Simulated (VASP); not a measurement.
A run of VASP 6.6.1 is set up as follows.

Contents of INCAR:

```
SYSTEM = InP
PREC = Accurate
ENCUT = 700
EDIFF = 1E-7
ISMEAR = 0
SIGMA = 0.02
LREAL = .FALSE.
LASPH = .TRUE.
NELM = 100
ALGO = Fast
ISIF = 3
LWAVE = .FALSE.
LCHARG = .FALSE.
GGA = PE
IBRION = 2
NSW = 80
EDIFFG = -0.002
```

KPOINTS

```
regular mesh
0
G
  10 10 10
  0 0 0
```

Contents of POSCAR:

```
InP
1.0
    0.0000000000      2.9305000000      2.9305000000
    2.9305000000      0.0000000000      2.9305000000
    2.9305000000      2.9305000000      0.0000000000
In P
1 1
Direct
    0.0000000000      0.0000000000      0.0000000000
    0.2500000000      0.2500000000      0.2500000000
```

Potentials or basis: VASP PAW PBE potentials, release 64 (In_d, P).

Launch:

```sh
$ cat potpaw_PBE.64/In_d/POTCAR potpaw_PBE.64/P/POTCAR > POTCAR
$ mpirun -np 1 vasp_std > vasp.out
```

Problem. Estimate the relaxed cell.

Solution. a = 4.214 Å, b = 4.214 Å, c = 4.214 Å, α = 60.00°, β = 60.00°, γ = 60.00°.

Problem. Estimate the relaxed volume.

Solution. 26.45 Å³/atom.

Problem. What does it give for the space group after relaxing (to 0.05 Å)?

Solution. F-43m (No. 216).

Final structure:
```cif
data_structure
_symmetry_space_group_name_H-M 'P 1'
_symmetry_Int_Tables_number 1
_cell_length_a 4.2138
_cell_length_b 4.2138
_cell_length_c 4.2138
_cell_angle_alpha 60.000
_cell_angle_beta 60.000
_cell_angle_gamma 60.000
_cell_volume 52.91
loop_
_atom_site_label
_atom_site_type_symbol
_atom_site_fract_x
_atom_site_fract_y
_atom_site_fract_z
_atom_site_occupancy
In1 In 0.00000 0.00000 0.00000 1
P1 P 0.25000 0.25000 0.25000 1
```

 Zero-point motion and thermal expansion aren't in these numbers.
